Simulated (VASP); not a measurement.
Set up this calculation in VASP 6.6.1, as the native input.

| Item | Value |
| --- | --- |
| Task | single point |
| Functional | PBE |
| Potentials or basis | VASP PAW PBE potentials, release 64 (Mo_sv) |
| Cutoff | 520 eV |
| k mesh | 15 × 15 × 1 |
| Occupations | methfessel-paxton, width 0.1 eV |
| Spin | no spin polarisation |
| Dipole correction | yes |
| Further INCAR settings | ALGO = Normal; EDIFF = 1e-06; NBANDS = 28 |

The structure of Mo lies in POSCAR:

```
Mo                                      
1.0
    2.7381852700      0.0000000000      0.0000000000
   -0.9127284200      2.5815858300      0.0000000000
    0.0000000000      0.0000000000     19.4714378100
  Mo            
     3
Direct
     0.5000000000000000    0.5000000000000000    0.3893711810601408
     0.0000000000000000    0.0000000000000000    0.5000000000000000
     0.5000000000000000    0.5000000000000000    0.6106288189398592
```

The slab is cut from a database's or a generator's crystal, which needn't be the stable form of the element.

These files were run (other wordings do the same):

INCAR

```
  PREC = Accurate
  ENCUT = 520
  EDIFF = 1E-6
  ISMEAR = 1
  SIGMA = 0.1
  LREAL = F
  LASPH = T
  NELM = 80
  ALGO = Normal
  ISIF = 2
  LWAVE = F
  LCHARG = F
  LDIPOL = T
  IDIPOL = 3
  DIPOL = 0.5 0.5 0.500
  GGA = PE
  NBANDS = 28
  LVHAR = T
  LVACPOTAV = T
  ICORELEVEL = 1
  KPAR = 2
```

KPOINTS

```
regular mesh
0
Gamma
  15 15 1
```

Potentials or basis: VASP PAW PBE potentials, release 64 (Mo_sv).

Command:

```bash
$ cat potpaw_PBE.64/Mo_sv/POTCAR > POTCAR
$ mpirun -np 2 vasp_std > vasp.out
```

It gave:

| Property | Result |
| --- | --- |
| Band gap on the k mesh | none (metal or under the smearing width) |
| Work function of the upper face | 4.73 eV |
| Work function of the lower face | 4.73 eV |

Run time: 100 s on 2 MPI ranks on AMD EPYC 9R45 (Zen 5) (shared host), peak memory 0.32 GiB a rank.
